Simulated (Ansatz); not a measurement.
InSe: eigenvalues along the path

```yaml
crystal:
  lattice:
    - [5.86790, -2.05500, 0.00000]
    - [5.86790, 2.05500, 0.00000]
    - [-1.59942, 0.00000, 4.32366]
  atoms:
    - { symbol: In, position: [0.88400, 0.88400, 0.00500] }
    - { symbol: In, position: [0.11600, 0.11600, 0.99500] }
    - { symbol: Se, position: [0.66000, 0.66000, 0.64200] }
    - { symbol: Se, position: [0.34000, 0.34000, 0.35800] }
```

Atom numbers follow the list: In1, In2, Se3, Se4.

The geometry is COD entry 1540841, unchecked; take it as a test cell.

No spin–orbit coupling, which matters for the heavy atoms here.

All numbers below come from DFT, PBE, all-electron LAPW, scalar-relativistic in Ansatz 0.2.0.

Numerical set-up: a Γ-centred 7×7×6 k mesh, Fermi–Dirac smearing of 0.02 eV, basis error target 0.5 meV/atom, no spin polarisation.

Path points, in fractions of the reciprocal vectors: Γ (0.000, 0.000, 0.000), C (-0.285, 0.285, 0.000), C2 (-0.715, -0.285, 0.000), Y2 (-0.500, -0.500, 0.000), M2 (-0.500, -0.500, 0.500), D (-0.746, -0.254, 0.500), D2 (-0.254, 0.254, 0.500), A (0.000, 0.000, 0.500). Levels in eV from the valence-band top; bands 27 to 52, counted from the lowest band of the run. The gap is 0.92 eV.

```
# k(1/Å) point b27 b28 b29 b30 b31 b32 b33 b34 b35 b36 b37 b38 b39 b40 b41 b42 b43 b44 b45 b46 b47 b48 b49 b50 b51 b52
0.000 Γ -14.70 -14.67 -14.37 -14.34 -14.30 -14.30 -14.27 -14.20 -14.18 -14.03 -13.44 -11.45 -4.65 -4.06 -3.98 -2.77 -2.27 -1.75 -1.13 2.79 3.53 4.40 4.64 5.33 5.41 7.05
0.062 - -14.70 -14.67 -14.37 -14.34 -14.30 -14.29 -14.28 -14.20 -14.18 -14.03 -13.43 -11.45 -4.66 -4.07 -4.01 -2.77 -2.26 -1.74 -1.12 2.78 3.54 4.41 4.46 5.32 5.60 7.07
0.124 - -14.70 -14.67 -14.38 -14.34 -14.31 -14.29 -14.28 -14.19 -14.19 -14.03 -13.40 -11.46 -4.67 -4.10 -4.08 -2.77 -2.22 -1.71 -1.11 2.75 3.55 3.97 4.62 5.32 5.90 7.11
0.187 - -14.70 -14.67 -14.39 -14.34 -14.31 -14.29 -14.29 -14.19 -14.19 -14.03 -13.34 -11.47 -4.72 -4.24 -4.08 -2.76 -2.16 -1.66 -1.08 2.70 3.49 3.52 4.86 5.39 6.15 7.12
0.249 - -14.69 -14.67 -14.41 -14.33 -14.32 -14.29 -14.28 -14.19 -14.19 -14.02 -13.26 -11.48 -4.82 -4.40 -4.06 -2.74 -2.09 -1.61 -1.03 2.61 3.01 3.46 5.15 5.56 6.30 7.08
0.311 - -14.69 -14.67 -14.43 -14.33 -14.32 -14.30 -14.28 -14.19 -14.19 -14.02 -13.17 -11.50 -4.98 -4.57 -3.99 -2.69 -2.00 -1.56 -0.97 2.50 2.55 3.37 5.41 5.78 6.39 7.04
0.373 - -14.68 -14.68 -14.44 -14.33 -14.33 -14.30 -14.27 -14.19 -14.19 -14.01 -13.06 -11.53 -5.17 -4.73 -3.89 -2.61 -1.90 -1.52 -0.90 2.14 2.36 3.28 5.55 5.87 6.42 7.16
0.435 - -14.68 -14.67 -14.46 -14.33 -14.33 -14.30 -14.27 -14.20 -14.19 -14.00 -12.94 -11.57 -5.39 -4.87 -3.76 -2.51 -1.79 -1.50 -0.84 1.78 2.21 3.20 5.52 5.74 6.36 7.55
0.498 - -14.69 -14.66 -14.47 -14.34 -14.33 -14.30 -14.26 -14.20 -14.19 -14.00 -12.82 -11.63 -5.62 -4.97 -3.60 -2.40 -1.69 -1.50 -0.81 1.51 2.09 3.16 5.37 5.47 6.18 7.92
0.560 - -14.70 -14.65 -14.48 -14.34 -14.34 -14.30 -14.26 -14.20 -14.19 -13.99 -12.69 -11.70 -5.84 -5.05 -3.43 -2.27 -1.63 -1.49 -0.84 1.36 2.01 3.14 5.14 5.16 5.92 7.76
0.622 - -14.71 -14.64 -14.48 -14.35 -14.34 -14.30 -14.25 -14.20 -14.19 -13.99 -12.56 -11.79 -6.04 -5.08 -3.24 -2.12 -1.67 -1.42 -0.93 1.34 1.99 3.16 4.79 4.92 5.63 7.52
0.684 - -14.71 -14.62 -14.48 -14.35 -14.35 -14.29 -14.25 -14.20 -14.20 -13.98 -12.43 -11.89 -6.22 -5.07 -3.04 -1.98 -1.78 -1.33 -1.08 1.44 2.02 3.21 4.45 4.69 5.33 7.27
0.747 - -14.72 -14.61 -14.48 -14.36 -14.35 -14.29 -14.25 -14.20 -14.20 -13.98 -12.31 -12.00 -6.37 -5.02 -2.85 -1.91 -1.85 -1.25 -1.23 1.63 2.12 3.31 4.11 4.48 5.04 7.03
0.809 - -14.73 -14.59 -14.48 -14.36 -14.36 -14.29 -14.25 -14.20 -14.19 -13.98 -12.20 -12.12 -6.48 -4.92 -2.68 -2.06 -1.76 -1.32 -1.19 1.89 2.27 3.45 3.79 4.28 4.78 6.83
0.871 C -14.74 -14.58 -14.48 -14.36 -14.36 -14.29 -14.25 -14.21 -14.19 -13.98 -12.25 -12.10 -6.55 -4.80 -2.57 -2.22 -1.73 -1.30 -1.15 2.20 2.48 3.49 3.64 4.11 4.56 6.66
0.914 - -14.73 -14.58 -14.48 -14.37 -14.35 -14.29 -14.25 -14.21 -14.19 -13.98 -12.23 -12.11 -6.53 -4.85 -2.58 -2.18 -1.73 -1.32 -1.16 2.09 2.45 3.52 3.56 4.19 4.66 6.74
0.958 - -14.73 -14.59 -14.48 -14.38 -14.34 -14.29 -14.25 -14.21 -14.18 -13.98 -12.23 -12.10 -6.50 -4.92 -2.56 -2.13 -1.73 -1.34 -1.18 1.94 2.44 3.42 3.52 4.27 4.86 6.88
1.002 - -14.73 -14.60 -14.47 -14.39 -14.33 -14.29 -14.25 -14.21 -14.17 -13.99 -12.25 -12.07 -6.45 -5.01 -2.53 -2.08 -1.74 -1.36 -1.21 1.80 2.44 3.31 3.48 4.30 5.12 7.09
1.045 - -14.72 -14.62 -14.46 -14.40 -14.33 -14.29 -14.25 -14.22 -14.17 -13.99 -12.26 -12.05 -6.40 -5.11 -2.48 -2.03 -1.74 -1.41 -1.22 1.67 2.44 3.22 3.44 4.31 5.39 7.31
1.089 - -14.71 -14.63 -14.45 -14.41 -14.32 -14.30 -14.25 -14.22 -14.16 -13.99 -12.28 -12.03 -6.35 -5.19 -2.42 -2.01 -1.73 -1.46 -1.22 1.57 2.43 3.16 3.40 4.31 5.63 7.49
1.132 - -14.71 -14.64 -14.44 -14.42 -14.31 -14.30 -14.25 -14.22 -14.16 -13.99 -12.29 -12.02 -6.31 -5.25 -2.37 -2.02 -1.69 -1.53 -1.21 1.51 2.43 3.12 3.37 4.30 5.80 7.59
1.176 - -14.70 -14.64 -14.44 -14.43 -14.31 -14.30 -14.25 -14.22 -14.16 -13.99 -12.29 -12.02 -6.29 -5.28 -2.35 -2.02 -1.66 -1.56 -1.21 1.49 2.43 3.11 3.35 4.30 5.87 7.62
1.219 - -14.71 -14.64 -14.44 -14.42 -14.31 -14.30 -14.25 -14.22 -14.16 -13.99 -12.29 -12.02 -6.31 -5.25 -2.37 -2.02 -1.69 -1.53 -1.21 1.51 2.43 3.12 3.37 4.30 5.80 7.59
1.263 - -14.71 -14.63 -14.45 -14.41 -14.32 -14.30 -14.25 -14.22 -14.16 -13.99 -12.28 -12.03 -6.35 -5.19 -2.42 -2.01 -1.73 -1.46 -1.22 1.57 2.43 3.16 3.40 4.31 5.63 7.49
1.306 - -14.72 -14.62 -14.46 -14.40 -14.33 -14.29 -14.25 -14.22 -14.17 -13.99 -12.26 -12.05 -6.40 -5.11 -2.48 -2.03 -1.74 -1.41 -1.22 1.67 2.44 3.22 3.44 4.31 5.39 7.31
1.350 - -14.73 -14.60 -14.47 -14.39 -14.33 -14.29 -14.25 -14.21 -14.17 -13.99 -12.25 -12.07 -6.45 -5.01 -2.53 -2.08 -1.74 -1.36 -1.21 1.80 2.44 3.31 3.48 4.30 5.12 7.09
1.393 - -14.73 -14.59 -14.48 -14.38 -14.34 -14.29 -14.25 -14.21 -14.18 -13.98 -12.23 -12.10 -6.50 -4.92 -2.56 -2.13 -1.73 -1.34 -1.18 1.94 2.44 3.42 3.52 4.27 4.86 6.88
1.437 - -14.73 -14.58 -14.48 -14.37 -14.35 -14.29 -14.25 -14.21 -14.19 -13.98 -12.23 -12.11 -6.53 -4.85 -2.58 -2.18 -1.73 -1.32 -1.16 2.09 2.45 3.52 3.56 4.19 4.66 6.74
1.480 C2 -14.74 -14.58 -14.48 -14.36 -14.36 -14.29 -14.25 -14.21 -14.19 -13.98 -12.25 -12.10 -6.55 -4.80 -2.57 -2.22 -1.73 -1.30 -1.15 2.20 2.48 3.49 3.64 4.11 4.56 6.66
1.527 - -14.74 -14.56 -14.48 -14.37 -14.36 -14.29 -14.25 -14.21 -14.18 -13.98 -12.35 -12.04 -6.58 -4.69 -2.53 -2.34 -1.70 -1.23 -1.13 2.46 2.64 3.31 3.80 3.98 4.43 6.57
1.574 - -14.75 -14.55 -14.48 -14.37 -14.36 -14.29 -14.25 -14.22 -14.18 -13.98 -12.45 -11.99 -6.59 -4.56 -2.55 -2.45 -1.65 -1.14 -1.12 2.72 2.73 3.22 3.86 3.97 4.35 6.50
1.621 - -14.75 -14.54 -14.47 -14.38 -14.36 -14.29 -14.26 -14.22 -14.17 -13.99 -12.55 -11.95 -6.57 -4.44 -2.59 -2.55 -1.57 -1.11 -1.05 2.66 2.98 3.34 3.73 4.15 4.31 6.47
1.668 - -14.75 -14.52 -14.47 -14.38 -14.35 -14.29 -14.26 -14.22 -14.17 -13.99 -12.64 -11.92 -6.54 -4.31 -2.65 -2.63 -1.48 -1.10 -0.95 2.50 3.23 3.57 3.62 4.32 4.33 6.39
1.715 - -14.76 -14.51 -14.47 -14.38 -14.35 -14.28 -14.26 -14.23 -14.16 -13.99 -12.74 -11.89 -6.49 -4.19 -2.70 -2.69 -1.40 -1.09 -0.86 2.32 3.39 3.56 3.84 4.37 4.50 6.34
1.762 - -14.76 -14.50 -14.47 -14.39 -14.35 -14.28 -14.27 -14.23 -14.15 -14.00 -12.82 -11.88 -6.44 -4.09 -2.74 -2.73 -1.32 -1.07 -0.77 2.14 3.34 3.65 4.11 4.49 4.67 6.35
1.809 - -14.76 -14.49 -14.46 -14.39 -14.34 -14.28 -14.27 -14.24 -14.14 -14.00 -12.91 -11.87 -6.38 -4.00 -2.76 -2.75 -1.27 -1.04 -0.68 1.96 3.25 3.70 4.34 4.65 4.85 6.34
1.856 - -14.76 -14.48 -14.46 -14.39 -14.34 -14.28 -14.28 -14.24 -14.13 -14.00 -12.98 -11.87 -6.32 -3.95 -2.77 -2.74 -1.23 -1.00 -0.60 1.78 3.16 3.67 4.47 4.85 5.11 6.30
1.903 - -14.77 -14.48 -14.46 -14.39 -14.33 -14.28 -14.28 -14.25 -14.12 -14.01 -13.05 -11.87 -6.26 -3.92 -2.77 -2.71 -1.21 -0.93 -0.53 1.60 3.09 3.57 4.52 5.05 5.42 6.37
1.950 - -14.77 -14.47 -14.46 -14.40 -14.32 -14.28 -14.28 -14.25 -14.11 -14.01 -13.11 -11.87 -6.21 -3.90 -2.75 -2.67 -1.20 -0.86 -0.48 1.44 3.03 3.43 4.52 5.24 5.76 6.54
1.997 - -14.77 -14.47 -14.45 -14.40 -14.32 -14.28 -14.28 -14.25 -14.10 -14.01 -13.15 -11.87 -6.17 -3.90 -2.72 -2.64 -1.19 -0.78 -0.43 1.29 2.98 3.29 4.51 5.41 6.09 6.72
2.044 - -14.77 -14.46 -14.45 -14.40 -14.32 -14.29 -14.27 -14.26 -14.09 -14.01 -13.19 -11.88 -6.14 -3.90 -2.70 -2.61 -1.19 -0.70 -0.40 1.17 2.94 3.18 4.49 5.55 6.39 6.72
2.091 - -14.77 -14.46 -14.45 -14.40 -14.31 -14.29 -14.27 -14.26 -14.09 -14.01 -13.21 -11.88 -6.12 -3.90 -2.68 -2.59 -1.19 -0.64 -0.38 1.09 2.92 3.10 4.47 5.65 6.61 6.72
2.138 Y2 -14.77 -14.46 -14.45 -14.40 -14.31 -14.29 -14.27 -14.26 -14.09 -14.01 -13.21 -11.88 -6.11 -3.90 -2.68 -2.59 -1.19 -0.62 -0.37 1.06 2.91 3.08 4.47 5.68 6.69 6.71
2.179 - -14.77 -14.47 -14.45 -14.39 -14.31 -14.29 -14.27 -14.26 -14.09 -14.01 -13.22 -11.87 -6.10 -3.90 -2.67 -2.60 -1.20 -0.62 -0.40 1.02 3.00 3.08 4.47 5.66 6.68 6.70
2.220 - -14.77 -14.48 -14.45 -14.39 -14.31 -14.29 -14.27 -14.26 -14.09 -14.02 -13.23 -11.85 -6.08 -3.90 -2.66 -2.65 -1.20 -0.64 -0.47 0.95 3.09 3.24 4.47 5.59 6.61 6.73
2.260 - -14.77 -14.50 -14.45 -14.38 -14.31 -14.29 -14.26 -14.26 -14.10 -14.02 -13.25 -11.82 -6.03 -3.90 -2.72 -2.64 -1.22 -0.66 -0.62 0.92 3.11 3.56 4.48 5.49 6.50 6.78
2.301 - -14.76 -14.52 -14.44 -14.37 -14.31 -14.29 -14.26 -14.25 -14.10 -14.02 -13.27 -11.78 -5.97 -3.91 -2.80 -2.61 -1.26 -0.84 -0.70 0.98 3.13 3.91 4.50 5.38 6.36 6.82
2.342 - -14.76 -14.54 -14.43 -14.36 -14.31 -14.29 -14.26 -14.25 -14.11 -14.02 -13.30 -11.74 -5.89 -3.92 -2.88 -2.58 -1.35 -1.08 -0.74 1.11 3.16 4.22 4.56 5.26 6.22 6.87
2.383 - -14.76 -14.56 -14.43 -14.36 -14.31 -14.29 -14.26 -14.24 -14.12 -14.02 -13.32 -11.69 -5.79 -3.93 -2.96 -2.54 -1.55 -1.25 -0.79 1.30 3.19 4.39 4.75 5.14 6.08 6.91
2.424 - -14.75 -14.57 -14.42 -14.35 -14.31 -14.29 -14.26 -14.23 -14.13 -14.02 -13.35 -11.65 -5.68 -3.96 -3.02 -2.50 -1.83 -1.35 -0.84 1.52 3.23 4.45 4.99 5.03 5.95 6.94
2.464 - -14.74 -14.59 -14.41 -14.35 -14.30 -14.29 -14.27 -14.22 -14.14 -14.03 -13.37 -11.60 -5.54 -3.99 -3.09 -2.46 -2.12 -1.44 -0.90 1.77 3.27 4.48 4.93 5.15 5.86 6.97
2.505 - -14.74 -14.61 -14.40 -14.35 -14.30 -14.29 -14.27 -14.21 -14.15 -14.03 -13.40 -11.56 -5.39 -4.02 -3.16 -2.41 -2.39 -1.52 -0.95 2.02 3.32 4.51 4.85 5.21 5.82 6.99
2.546 - -14.73 -14.63 -14.39 -14.35 -14.30 -14.30 -14.27 -14.21 -14.16 -14.03 -13.41 -11.52 -5.23 -4.05 -3.28 -2.58 -2.37 -1.59 -1.01 2.26 3.36 4.52 4.78 5.19 5.78 7.02
2.587 - -14.72 -14.64 -14.38 -14.34 -14.30 -14.30 -14.27 -14.20 -14.17 -14.03 -13.43 -11.49 -5.05 -4.08 -3.45 -2.70 -2.33 -1.66 -1.06 2.47 3.41 4.51 4.72 5.16 5.72 7.03
2.627 - -14.71 -14.65 -14.37 -14.34 -14.30 -14.30 -14.27 -14.20 -14.18 -14.03 -13.44 -11.47 -4.87 -4.10 -3.66 -2.75 -2.30 -1.71 -1.09 2.64 3.46 4.47 4.68 5.19 5.62 7.04
2.668 - -14.71 -14.66 -14.37 -14.34 -14.30 -14.30 -14.27 -14.20 -14.18 -14.03 -13.44 -11.46 -4.72 -4.09 -3.86 -2.77 -2.28 -1.74 -1.12 2.76 3.51 4.42 4.65 5.26 5.50 7.05
2.709 Γ -14.70 -14.67 -14.37 -14.34 -14.30 -14.30 -14.27 -14.20 -14.18 -14.03 -13.44 -11.45 -4.65 -4.06 -3.98 -2.77 -2.27 -1.75 -1.13 2.79 3.53 4.40 4.64 5.33 5.41 7.05
2.763 - -14.71 -14.66 -14.37 -14.34 -14.30 -14.30 -14.27 -14.20 -14.18 -14.03 -13.44 -11.46 -4.66 -4.15 -3.94 -2.74 -2.26 -1.70 -1.12 2.76 3.52 4.32 4.60 5.37 5.51 7.08
2.816 - -14.71 -14.65 -14.37 -14.34 -14.30 -14.30 -14.27 -14.20 -14.18 -14.03 -13.42 -11.47 -4.71 -4.29 -3.93 -2.64 -2.25 -1.54 -1.11 2.66 3.50 4.18 4.49 5.43 5.79 7.13
2.870 - -14.72 -14.64 -14.38 -14.35 -14.30 -14.30 -14.27 -14.21 -14.17 -14.03 -13.39 -11.49 -4.82 -4.42 -3.93 -2.49 -2.23 -1.31 -1.09 2.49 3.46 4.09 4.34 5.52 6.14 7.18
2.924 - -14.73 -14.63 -14.39 -14.35 -14.31 -14.30 -14.27 -14.21 -14.16 -14.03 -13.35 -11.53 -5.00 -4.55 -3.90 -2.32 -2.20 -1.06 -1.04 2.27 3.40 4.07 4.17 5.62 6.53 7.16
2.978 - -14.73 -14.62 -14.40 -14.35 -14.31 -14.29 -14.27 -14.22 -14.15 -14.03 -13.30 -11.57 -5.21 -4.68 -3.82 -2.16 -2.14 -1.04 -0.75 2.00 3.32 4.00 4.11 5.74 6.93 7.06
3.031 - -14.74 -14.60 -14.41 -14.36 -14.31 -14.29 -14.26 -14.22 -14.14 -14.03 -13.24 -11.62 -5.42 -4.81 -3.70 -2.11 -1.96 -1.02 -0.46 1.74 3.24 3.86 4.18 5.85 6.87 7.33
3.085 - -14.74 -14.58 -14.42 -14.36 -14.32 -14.29 -14.26 -14.23 -14.13 -14.03 -13.17 -11.67 -5.63 -4.94 -3.55 -2.05 -1.78 -1.01 -0.21 1.51 3.15 3.74 4.26 5.94 6.62 7.62
3.139 - -14.75 -14.57 -14.43 -14.37 -14.32 -14.29 -14.26 -14.24 -14.12 -14.03 -13.10 -11.73 -5.83 -5.06 -3.37 -1.98 -1.63 -1.01 -0.04 1.38 3.06 3.67 4.30 6.00 6.34 7.46
3.193 - -14.75 -14.55 -14.44 -14.38 -14.32 -14.29 -14.26 -14.24 -14.11 -14.02 -13.03 -11.79 -6.00 -5.17 -3.17 -1.90 -1.49 -1.04 -0.02 1.40 2.98 3.63 4.28 6.03 6.04 7.36
3.246 - -14.75 -14.53 -14.44 -14.39 -14.33 -14.29 -14.26 -14.24 -14.10 -14.02 -12.95 -11.85 -6.15 -5.26 -2.97 -1.82 -1.39 -1.08 -0.12 1.58 2.91 3.65 4.17 5.73 6.08 7.33
3.300 - -14.75 -14.52 -14.45 -14.41 -14.33 -14.29 -14.26 -14.25 -14.10 -14.02 -12.88 -11.91 -6.27 -5.33 -2.76 -1.72 -1.33 -1.14 -0.28 1.83 2.86 3.70 3.97 5.45 6.09 7.38
3.354 - -14.76 -14.50 -14.45 -14.42 -14.33 -14.29 -14.26 -14.25 -14.09 -14.02 -12.82 -11.97 -6.35 -5.39 -2.56 -1.62 -1.32 -1.22 -0.41 2.10 2.84 3.72 3.77 5.21 6.10 7.47
3.408 - -14.76 -14.48 -14.46 -14.44 -14.33 -14.29 -14.26 -14.25 -14.09 -14.02 -12.78 -12.00 -6.40 -5.42 -2.42 -1.52 -1.35 -1.31 -0.49 2.30 2.90 3.44 3.84 5.04 6.09 7.52
3.461 M2 -14.76 -14.47 -14.46 -14.45 -14.33 -14.28 -14.26 -14.25 -14.09 -14.02 -12.77 -12.02 -6.42 -5.43 -2.36 -1.43 -1.39 -1.37 -0.52 2.37 3.01 3.27 3.88 4.97 6.09 7.53
3.515 - -14.76 -14.47 -14.46 -14.45 -14.33 -14.28 -14.26 -14.25 -14.09 -14.02 -12.76 -12.01 -6.41 -5.42 -2.41 -1.56 -1.37 -1.35 -0.45 2.36 2.99 3.25 3.91 5.04 6.11 7.48
3.569 - -14.76 -14.47 -14.47 -14.44 -14.34 -14.28 -14.26 -14.24 -14.10 -14.02 -12.73 -12.00 -6.38 -5.40 -2.55 -1.83 -1.34 -1.32 -0.33 2.29 2.99 3.23 4.01 5.21 6.17 7.34
3.622 - -14.76 -14.48 -14.47 -14.43 -14.35 -14.28 -14.27 -14.24 -14.10 -14.01 -12.70 -11.98 -6.33 -5.37 -2.74 -2.16 -1.32 -1.26 -0.26 2.13 3.09 3.20 4.18 5.44 6.24 7.15
3.676 - -14.76 -14.49 -14.48 -14.43 -14.35 -14.27 -14.27 -14.23 -14.11 -14.01 -12.64 -11.96 -6.26 -5.33 -2.95 -2.50 -1.31 -1.23 -0.26 1.91 3.20 3.26 4.42 5.69 6.31 6.94
3.730 - -14.76 -14.51 -14.49 -14.42 -14.36 -14.27 -14.27 -14.23 -14.12 -14.01 -12.58 -11.93 -6.17 -5.29 -3.17 -2.85 -1.29 -1.22 -0.34 1.68 3.22 3.46 4.71 5.94 6.36 6.74
3.784 - -14.76 -14.52 -14.49 -14.41 -14.37 -14.27 -14.27 -14.22 -14.13 -14.00 -12.51 -11.90 -6.07 -5.24 -3.37 -3.19 -1.28 -1.26 -0.49 1.47 3.27 3.66 5.04 6.18 6.41 6.59
3.837 - -14.76 -14.54 -14.50 -14.41 -14.38 -14.27 -14.26 -14.22 -14.14 -14.00 -12.43 -11.87 -5.94 -5.20 -3.54 -3.51 -1.34 -1.28 -0.68 1.31 3.33 3.81 5.35 6.39 6.47 6.53
3.891 - -14.76 -14.56 -14.50 -14.40 -14.38 -14.27 -14.26 -14.21 -14.15 -13.99 -12.36 -11.84 -5.80 -5.17 -3.81 -3.68 -1.46 -1.30 -0.87 1.19 3.39 3.89 5.57 6.49 6.60 6.65
3.945 - -14.76 -14.58 -14.51 -14.40 -14.38 -14.27 -14.25 -14.21 -14.16 -13.99 -12.28 -11.81 -5.65 -5.16 -4.07 -3.76 -1.62 -1.38 -1.03 1.13 3.46 3.89 5.67 6.59 6.83 6.83
3.998 - -14.76 -14.60 -14.51 -14.39 -14.39 -14.27 -14.25 -14.20 -14.16 -13.99 -12.21 -11.79 -5.50 -5.17 -4.29 -3.79 -1.80 -1.55 -1.10 1.10 3.52 3.84 5.69 6.71 7.02 7.08
4.052 - -14.75 -14.62 -14.51 -14.39 -14.38 -14.27 -14.24 -14.20 -14.17 -13.98 -12.14 -11.78 -5.37 -5.18 -4.44 -3.78 -1.98 -1.75 -1.14 1.11 3.58 3.76 5.69 6.80 7.22 7.23
4.106 - -14.75 -14.64 -14.51 -14.39 -14.38 -14.27 -14.24 -14.20 -14.18 -13.98 -12.08 -11.77 -5.30 -5.20 -4.48 -3.75 -2.15 -1.95 -1.17 1.12 3.63 3.68 5.71 6.83 7.27 7.44
4.159 - -14.75 -14.66 -14.51 -14.39 -14.37 -14.27 -14.24 -14.19 -14.18 -13.98 -12.04 -11.78 -5.31 -5.20 -4.40 -3.73 -2.27 -2.13 -1.21 1.15 3.62 3.67 5.75 6.81 7.23 7.66
4.213 D -14.74 -14.67 -14.51 -14.39 -14.37 -14.27 -14.24 -14.19 -14.19 -13.98 -12.01 -11.80 -5.38 -5.17 -4.23 -3.74 -2.33 -2.27 -1.26 1.17 3.58 3.70 5.81 6.75 7.16 7.84
4.254 - -14.74 -14.67 -14.51 -14.39 -14.36 -14.27 -14.24 -14.19 -14.18 -13.98 -12.01 -11.80 -5.39 -5.17 -4.22 -3.72 -2.42 -2.19 -1.31 1.22 3.54 3.73 5.76 6.71 7.21 7.83
4.295 - -14.74 -14.67 -14.51 -14.40 -14.35 -14.27 -14.24 -14.19 -14.18 -13.98 -12.00 -11.80 -5.41 -5.18 -4.18 -3.66 -2.53 -2.10 -1.42 1.36 3.48 3.78 5.62 6.63 7.31 7.82
4.336 - -14.74 -14.67 -14.51 -14.41 -14.34 -14.28 -14.24 -14.20 -14.17 -13.99 -12.00 -11.81 -5.43 -5.19 -4.14 -3.58 -2.64 -2.05 -1.55 1.56 3.41 3.84 5.41 6.55 7.43 7.80
4.376 - -14.74 -14.67 -14.52 -14.42 -14.33 -14.28 -14.24 -14.20 -14.16 -13.99 -12.00 -11.81 -5.45 -5.20 -4.10 -3.47 -2.73 -2.08 -1.65 1.78 3.36 3.89 5.16 6.49 7.52 7.79
4.417 - -14.73 -14.67 -14.52 -14.43 -14.32 -14.28 -14.24 -14.20 -14.16 -13.99 -11.99 -11.82 -5.47 -5.20 -4.05 -3.36 -2.78 -2.20 -1.67 1.99 3.31 3.93 4.91 6.45 7.57 7.78
4.458 - -14.73 -14.67 -14.52 -14.44 -14.32 -14.28 -14.24 -14.20 -14.15 -13.99 -11.99 -11.82 -5.48 -5.21 -4.02 -3.28 -2.78 -2.34 -1.66 2.14 3.29 3.97 4.72 6.42 7.60 7.78
4.499 - -14.73 -14.67 -14.52 -14.44 -14.32 -14.28 -14.24 -14.20 -14.15 -13.99 -11.99 -11.82 -5.48 -5.21 -4.01 -3.25 -2.76 -2.42 -1.66 2.19 3.28 3.99 4.65 6.41 7.60 7.78
4.540 - -14.73 -14.67 -14.52 -14.44 -14.32 -14.28 -14.24 -14.20 -14.15 -13.99 -11.99 -11.82 -5.48 -5.21 -4.02 -3.28 -2.78 -2.34 -1.66 2.14 3.29 3.97 4.72 6.42 7.60 7.78
4.581 - -14.73 -14.67 -14.52 -14.43 -14.32 -14.28 -14.24 -14.20 -14.16 -13.99 -11.99 -11.82 -5.47 -5.20 -4.05 -3.36 -2.78 -2.20 -1.67 1.99 3.31 3.93 4.91 6.45 7.57 7.78
4.621 - -14.74 -14.67 -14.52 -14.42 -14.33 -14.28 -14.24 -14.20 -14.16 -13.99 -12.00 -11.81 -5.45 -5.20 -4.10 -3.47 -2.73 -2.08 -1.65 1.78 3.36 3.89 5.16 6.49 7.52 7.79
4.662 - -14.74 -14.67 -14.51 -14.41 -14.34 -14.28 -14.24 -14.20 -14.17 -13.99 -12.00 -11.81 -5.43 -5.19 -4.14 -3.58 -2.64 -2.05 -1.55 1.56 3.41 3.84 5.41 6.55 7.43 7.80
4.703 - -14.74 -14.67 -14.51 -14.40 -14.35 -14.27 -14.24 -14.19 -14.18 -13.98 -12.00 -11.80 -5.41 -5.18 -4.18 -3.66 -2.53 -2.10 -1.42 1.36 3.48 3.78 5.62 6.63 7.31 7.82
4.744 - -14.74 -14.67 -14.51 -14.39 -14.36 -14.27 -14.24 -14.19 -14.18 -13.98 -12.01 -11.80 -5.39 -5.17 -4.22 -3.72 -2.42 -2.19 -1.31 1.22 3.54 3.73 5.76 6.71 7.21 7.83
4.785 D2 -14.74 -14.67 -14.51 -14.39 -14.37 -14.27 -14.24 -14.19 -14.19 -13.98 -12.01 -11.80 -5.38 -5.17 -4.23 -3.74 -2.33 -2.27 -1.26 1.17 3.58 3.70 5.81 6.75 7.16 7.84
4.840 - -14.73 -14.68 -14.51 -14.39 -14.36 -14.27 -14.24 -14.19 -14.18 -13.98 -11.99 -11.83 -5.47 -5.12 -4.01 -3.80 -2.36 -2.31 -1.32 1.18 3.57 3.71 5.91 6.65 7.07 7.93
4.896 - -14.72 -14.69 -14.51 -14.39 -14.35 -14.27 -14.24 -14.19 -14.18 -13.98 -11.99 -11.88 -5.56 -5.03 -3.90 -3.77 -2.40 -2.23 -1.39 1.18 3.59 3.70 6.02 6.53 6.97 7.89
4.951 - -14.72 -14.70 -14.50 -14.38 -14.35 -14.28 -14.24 -14.19 -14.18 -13.99 -12.00 -11.93 -5.65 -4.91 -4.01 -3.53 -2.35 -2.09 -1.47 1.18 3.61 3.67 6.13 6.40 6.87 7.74
5.007 - -14.71 -14.71 -14.49 -14.38 -14.34 -14.28 -14.25 -14.19 -14.18 -13.99 -12.02 -12.00 -5.73 -4.78 -4.10 -3.31 -2.23 -1.94 -1.55 1.20 3.61 3.62 6.22 6.29 6.80 7.52
5.062 - -14.71 -14.70 -14.48 -14.37 -14.33 -14.28 -14.25 -14.19 -14.18 -14.00 -12.07 -12.06 -5.81 -4.70 -4.11 -3.11 -2.04 -1.79 -1.61 1.23 3.53 3.57 6.19 6.25 6.74 7.29
5.118 - -14.71 -14.69 -14.47 -14.37 -14.33 -14.29 -14.26 -14.19 -14.17 -14.00 -12.15 -12.10 -5.89 -4.72 -3.97 -2.91 -1.88 -1.64 -1.58 1.28 3.42 3.44 6.13 6.17 6.71 7.10
5.173 - -14.71 -14.69 -14.45 -14.36 -14.32 -14.29 -14.26 -14.19 -14.17 -14.01 -12.22 -12.14 -5.97 -4.79 -3.74 -2.69 -1.88 -1.52 -1.36 1.37 3.23 3.29 5.96 6.08 6.72 6.98
5.228 - -14.71 -14.68 -14.44 -14.35 -14.31 -14.30 -14.27 -14.19 -14.17 -14.01 -12.29 -12.19 -6.04 -4.88 -3.44 -2.46 -1.94 -1.42 -1.07 1.49 2.93 3.15 5.67 6.01 6.73 6.95
5.284 - -14.71 -14.68 -14.42 -14.34 -14.31 -14.30 -14.27 -14.19 -14.17 -14.02 -12.36 -12.23 -6.10 -4.97 -3.12 -2.22 -1.99 -1.36 -0.79 1.62 2.59 3.02 5.33 5.91 6.74 7.01
5.339 - -14.71 -14.68 -14.40 -14.33 -14.31 -14.30 -14.28 -14.19 -14.17 -14.02 -12.42 -12.27 -6.15 -5.05 -2.78 -2.08 -1.92 -1.33 -0.55 1.72 2.28 2.94 4.97 5.79 6.73 7.08
5.395 - -14.71 -14.67 -14.39 -14.32 -14.32 -14.29 -14.28 -14.18 -14.17 -14.02 -12.47 -12.31 -6.20 -5.11 -2.43 -2.11 -1.67 -1.32 -0.40 1.64 2.15 2.93 4.60 5.68 6.72 7.13
5.450 - -14.71 -14.67 -14.38 -14.32 -14.32 -14.29 -14.29 -14.18 -14.18 -14.03 -12.51 -12.33 -6.23 -5.15 -2.14 -2.10 -1.42 -1.36 -0.34 1.39 2.22 3.02 4.23 5.58 6.70 7.15
5.506 - -14.71 -14.67 -14.37 -14.32 -14.31 -14.29 -14.28 -14.18 -14.18 -14.03 -12.53 -12.35 -6.25 -5.18 -2.16 -1.82 -1.44 -1.22 -0.36 1.18 2.29 3.21 3.88 5.52 6.69 7.15
5.561 A -14.71 -14.67 -14.37 -14.32 -14.31 -14.30 -14.28 -14.18 -14.18 -14.03 -12.54 -12.35 -6.26 -5.18 -2.17 -1.59 -1.59 -1.14 -0.38 1.11 2.32 3.37 3.66 5.49 6.68 7.14
```
